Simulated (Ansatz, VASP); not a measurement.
## Ca: VASP beside Ansatz

File INCAR:

```
  ALGO = Fast
  EDIFF = 1E-6
  ENCUT = 520
  GGA = PS
  ISIF = 2
  ISMEAR = 0
  LASPH = True
  LCHARG = False
  LREAL = False
  LWAVE = False
  NBANDS = 11
  NELM = 60
  PREC = Accurate
  SIGMA = 0.15
```

KPOINTS

```
k-points
0
Gamma
  16 16 16
```

The input POSCAR:

```
Ca
1.0
   -2.4192000000      2.4192000000      2.2400000000
    2.4192000000     -2.4192000000      2.2400000000
    2.4192000000      2.4192000000     -2.2400000000
Ca
1
Direct
    0.0000000000      0.0000000000      0.0000000000
```

Input for Ansatz:

```yaml
crystal:
  lattice:
    - [-2.4192, 2.4192, 2.24]
    - [2.4192, -2.4192, 2.24]
    - [2.4192, 2.4192, -2.24]
  atoms:
    - { symbol: Ca, position: [0.0, 0.0, 0.0] }
basis:
  ecutwfc: 420
kpoints:
  mp_grid: { grid: [16, 16, 16] }
hamiltonian:
  xc: pbesol
scf:
  occupations: { method: gaussian, width: 0.15 }
output:
  forces: true
  stress: true
  eigenvalues: true
```

Change from the starting cell: strain +0.080 along x and y, +0.000 along z, atoms carried along.

Alike in both runs: task single point; functional PBEsol; k mesh 16 × 16 × 16; occupations gaussian, width 0.15 eV; no spin polarisation.

```csv
,VASP,Ansatz
version,VASP 6.6.1,Ansatz 0.2.0
potentials or method,"VASP PAW PBE potentials, release 64 (Ca_sv)","scalar-relativistic, plane waves, PAW"
plane-wave cutoff (eV),520,420
valence electrons in the cell,10,10
```

|  | VASP | Ansatz | Ansatz less VASP |
| --- | --- | --- | --- |
| gap on the k mesh at the Fermi level (eV) | none | none | - |
| pressure (GPa) | -3.0 | -3.0 | 0.00 |
| largest component of the traceless stress (GPa) | 0.08 | 0.08 | +0.001 |

A gap of «none» marks a metal or a gap that the smearing closes.

Caveats: the PAW data sets were made with another functional, which shifts forces and pressure a little (VASP).
